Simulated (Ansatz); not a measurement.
Results of PBEsol+SOC in Ansatz (PAW) for wurtzite InN.

Settings: plane-wave cutoff 520 eV, 12×12×6 k mesh (along the axes of the cell as run), Fermi–Dirac smearing 0.01 eV, PAW data made under PBE.

Response to compression and expansion:

Shape and atoms are relaxed at each volume.

```json
[
 {"V (Å³/atom)": "14.844", "P (GPa)": "6.10", "c (Å)": "5.631", "a (Å)": "3.489"},
 {"V (Å³/atom)": "15.153", "P (GPa)": "2.88", "c (Å)": "5.672", "a (Å)": "3.513"},
 {"V (Å³/atom)": "15.462", "P (GPa)": "0.00", "c (Å)": "5.712", "a (Å)": "3.536"},
 {"V (Å³/atom)": "15.772", "P (GPa)": "-2.57", "c (Å)": "5.752", "a (Å)": "3.559"},
 {"V (Å³/atom)": "16.081", "P (GPa)": "-4.87", "c (Å)": "5.791", "a (Å)": "3.581"}
]
```

Note: the gap of the solid is closed in this run; this level leaves the solid without a gap, although one is measured; the bulk modulus comes from volumes at which shape and atoms were relaxed.

Ansatz is an electronic-structure program.
